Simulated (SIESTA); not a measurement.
Pb:

```
CELL_PARAMETERS angstrom
0.01933 2.46287 2.45281
2.50286 -0.00675 2.47889
2.48132 2.46742 0.01479
ATOMIC_POSITIONS crystal
Pb 0.00000 0.00000 0.00000
```

Base run:

| Item | Value |
| --- | --- |
| Program | SIESTA 5.4.2 |
| Functional | vdW-DF |
| Potentials or basis | PseudoDojo 0.4 standard (PBE files) |
| Basis | DZP (energy shift 0.003 Ry; two zetas on semicore shells) |
| Grid cutoff | 500 Ry |
| Energy shift | 0.003 Ry |
| k mesh | 9 × 9 × 9 |
| Occupations | fermi-dirac, width 0.05 eV |
| Spin | no spin polarisation |

Its results: band gap on the k mesh none (metal or under the smearing width); pressure 6.0 GPa.

**Question.** The run is repeated on the same cell with these changes: functional from vdW-DF to optB88-vdW. What comes out?

**Answer.** Band gap on the k mesh none (metal or under the smearing width); pressure 3.1 GPa.

Caveats: the potentials were made for another functional, which shifts forces and pressure; the basis of atomic orbitals isn't converged, which shifts pressures, moduli and gaps.

Not every run made on this cell is shown here.
